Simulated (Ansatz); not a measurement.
## BeO: O interstitial (started 1.49 Å from the nearest host atom), symmetric start

Start from a 24-atom supercell of BeO in the wurtzite structure (space group P6_3mc, No. 186; a = 2.693 Å, c = 4.373 Å) at its relaxed geometry.

Modification: one O atom is added in an open site, starting 1.49 Å from the nearest host atom, atoms relaxed at fixed cell.

Computed with PBEsol (Ansatz, a program for electronic structure, PAW, spin-orbit coupling left out). k-mesh 4×5×5 (Γ-centred); smearing 0.01 eV (Fermi–Dirac).

| quantity | base | changed | shift |
|---|---|---|---|
| pressure | 0.0 GPa | 14.9 GPa | +14.9 GPa |
| gap of the supercell | 7.51 eV | 5.49 eV | -2.02 eV |
| largest displacement of a host atom from its site in the perfect cell | – | 0.69 Å | – |
| final site of the added atom | – | 1 O at 1.39 Å and 2 Be at 1.55 Å | – |

The magnetic state is the one reached from the starting moments; the real material's order can differ, and small cells can't hold many antiferromagnetic ones. The cell is small, so the values are those of an ordered compound at a high defect concentration; dilute-limit values will differ. The defect started on the symmetric site and kept its symmetry, so it may sit on a saddle. Seeded moments were not kept for O interstitial (started 1.49 Å from the nearest host atom). The defect cell is spin-polarised and ends with 0.0 μB.
